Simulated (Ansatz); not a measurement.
Here is an Ansatz 0.2.0 calculation.

File input:

```
crystal:
  lattice:
    - [0.0, 3.39084, 3.39084]
    - [3.39084, 0.0, 3.39084]
    - [3.39084, 3.39084, 0.0]
  atoms:
    - { symbol: Sn, position: [0.0, 0.0, 0.0] }
    - { symbol: Se, position: [0.75, 0.75, 0.75] }
hamiltonian:
  xc: { exchange: pbesol, correlation: pbesol, exx: { coeff: 0.25 } }
  pseudopotentials: { kind: paw }
kpoints:
  mp_grid: { grid: [4, 4, 4] }
  band_path:
    path:
      - [[0.0, 0.0, 0.0], [0.5, 0.0, 0.5], [0.5, 0.25, 0.75], [0.375, 0.375, 0.75], [0.0, 0.0, 0.0], [0.5, 0.5, 0.5], [0.625, 0.25, 0.625], [0.5, 0.25, 0.75], [0.5, 0.5, 0.5], [0.375, 0.375, 0.75]]
      - [[0.625, 0.25, 0.625], [0.5, 0.0, 0.5]]
    npoints: 4
scf:
  occupations: { method: fermi_dirac, width: 0.05 }
  n_extra_bands: 6
output:
  forces: true
  stress: true
  eigenvalues: true
  fatbands: false
```

Problem. Estimate the band gap along the path.

Solution. 0.92 eV, indirect (least direct gap 1.67 eV).

Problem. Estimate the pressure.

Solution. -1.8 GPa.

Problem. Predict the band gap on the k mesh.

Solution. 0.92 eV, indirect (least direct gap 1.67 eV).

Levels at the corners of the path, in eV from the valence-band top:
| point | band 12 | band 13 | band 14 | band 15 | band 16 | band 17 | band 18 | band 19 |
| --- | --- | --- | --- | --- | --- | --- | --- | --- |
| Γ | -5.94 | -2.63 | -2.63 | -2.63 | 2.53 | 2.53 | 2.53 | 5.76 |
| X | -8.33 | -3.95 | -3.95 | -0.75 | 0.92 | 5.61 | 5.61 | 6.67 |
| W | -8.29 | -4.30 | -4.17 | 0.00 | 2.62 | 3.24 | 5.05 | 6.57 |
| K | -8.27 | -4.44 | -3.73 | -0.55 | 2.15 | 4.54 | 4.86 | 6.27 |
| Γ | -5.94 | -2.63 | -2.63 | -2.63 | 2.53 | 2.53 | 2.53 | 5.76 |
| L | -8.03 | -3.20 | -3.20 | -2.44 | 3.33 | 3.33 | 4.46 | 7.35 |
| U | -8.27 | -4.44 | -3.73 | -0.55 | 2.15 | 4.54 | 4.86 | 6.27 |
| W | -8.29 | -4.30 | -4.17 | 0.00 | 2.62 | 3.24 | 5.05 | 6.57 |
| L | -8.03 | -3.20 | -3.20 | -2.44 | 3.33 | 3.33 | 4.46 | 7.35 |
| K | -8.27 | -4.44 | -3.73 | -0.55 | 2.15 | 4.54 | 4.86 | 6.27 |
| U | -8.27 | -4.44 | -3.73 | -0.55 | 2.15 | 4.54 | 4.86 | 6.27 |
| X | -8.33 | -3.95 | -3.95 | -0.75 | 0.92 | 5.61 | 5.61 | 6.67 |

Caveat: spin-orbit coupling is left out, which moves the levels of the heavy elements; the PAW data sets come from PBE, with cores solved anew for the run's functional, which leaves a small shift of forces and pressure; the thresholds are loose for stress.
